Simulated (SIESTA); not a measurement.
Crystal: CuO (Tenorite).

```
CELL_PARAMETERS angstrom
2.34185 -1.71130 0.00000
2.34185 1.71130 0.00000
-0.85003 0.00000 5.05787
ATOMIC_POSITIONS crystal
Cu 0.50000 0.00000 0.50000
Cu 0.00000 0.50000 0.00000
O 0.41840 0.58160 0.75000
O 0.58160 0.41840 0.25000
```

Program: SIESTA 5.4.2. Alike in all runs: task band structure; no spin polarisation; cell as given; k mesh 10 × 10 × 5; smearing fermi-dirac 0.05 eV; grid cutoff 800 Ry.

Q: Order these runs on this cell by their pressure, lowest first.
A. level BLYP; potentials or basis PseudoDojo 0.4 standard (PBE files), DZP (energy shift 0.002 Ry); energy shift 0.002 Ry
B. level PBE; potentials or basis PseudoDojo 0.4 standard (PBE files), DZ (energy shift 0.002 Ry); energy shift 0.002 Ry
C. level PBE; potentials or basis PseudoDojo 0.4 standard (PBE files), SZ (energy shift 0.01 Ry); energy shift 0.01 Ry
D. level PBE; potentials or basis PseudoDojo 0.4 standard (PBE files), DZ (energy shift 0.01 Ry); energy shift 0.01 Ry

A: D (-7.0 GPa), C (0.5 GPa), B (6.9 GPa), A (13.7 GPa).

Caveats: the basis of atomic orbitals isn't converged, which shifts pressures, moduli and gaps; the run has no spin polarisation, though such a crystal can be magnetic; the basis has no polarisation orbitals (some runs); semicore shells carry a single zeta, which can move pressures by several GPa and volumes by a few percent (some runs); short orbitals over semicore shells can move pressures by several GPa (some runs); the potentials were made for another functional, which shifts forces and pressure (some runs).
